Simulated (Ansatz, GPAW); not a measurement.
This is a calculation of BAs for GPAW 26.7.0 (ASE script). 

run.py

```python
from ase import Atoms
from ase.dft.bandgap import bandgap
from ase.io import write
from ase.units import GPa
from gpaw import GPAW, PW

atoms = Atoms(['As', 'B'],
              cell=[[0.0, 2.3885, 2.3885],
                    [2.3885, 0.0, 2.3885],
                    [2.3885, 2.3885, 0.0]],
              scaled_positions=[[0.75, 0.75, 0.75],
                                [0.0, 0.0, 0.0]],
              pbc=True)

calc = GPAW(mode=PW(800),
            xc='PBE',
            kpts={'size': (10, 10, 10), 'gamma': True},
            occupations={'name': 'methfessel-paxton', 'order': 0, 'width': 0.016},
            nbands=11,
            convergence={'density': 1e-05, 'energy': 1e-05},
            maxiter=150,
            txt='gpaw.txt')
atoms.calc = calc
energy = atoms.get_potential_energy()
forces = atoms.get_forces()
stress = atoms.get_stress()
calc.write('gs.gpw')
write('result.traj', atoms)
print(f'Energy: {energy:.6f} eV')
print('Forces (eV/A):')
print(forces.round(4))
print('Stress (GPa):', (stress / GPa).round(3))
print('Fermi level:', round(calc.get_fermi_level(), 4), 'eV')
print(f'Gap: {bandgap(calc)[0]:.4f} eV, direct: {bandgap(calc, direct=True)[0]:.4f} eV')
```

Potentials or basis: GPAW PAW data sets (gpaw-data 1.2.1), pw.

Command:

```console
$ OMP_NUM_THREADS=1 python run.py
```

Task: What does the same run look like in Ansatz 0.2.0? Potentials or basis there: all-electron LAPW, scalar-relativistic.

Result: As run (cutoffs and basis follow the program's own potentials, and thresholds, step limits or extra output files can differ):

input.yaml

```yaml
crystal:
  lattice:
    - [0.0, 2.3885, 2.3885]
    - [2.3885, 0.0, 2.3885]
    - [2.3885, 2.3885, 0.0]
  atoms:
    - { symbol: As, position: [0.75, 0.75, 0.75] }
    - { symbol: B, position: [0.0, 0.0, 0.0] }
kpoints:
  mp_grid: { grid: [10, 10, 10] }
scf:
  occupations: { method: gaussian, width: 0.016 }
hamiltonian:
  xc: pbe
  pseudopotentials: { kind: all_electron, lapw: { basis_error: 0.001 } }
output:
  forces: true
  stress: true
  eigenvalues: true
```

Potentials or basis: all-electron LAPW, scalar-relativistic.

Launch:

```sh
$ ansatz run input.yaml --threads 1 --pin off --max-ram 3072MiB --backend cpu --events-out ev --progress --plain --runs-dir out
```

Both were run:

|  | GPAW | Ansatz |
| --- | --- | --- |
| Pressure | 3.3 GPa | 2.7 GPa |

Where Ansatz's input types no cutoff or centring, it takes its own default and a Γ-centred mesh.

Pressure is positive in compression.
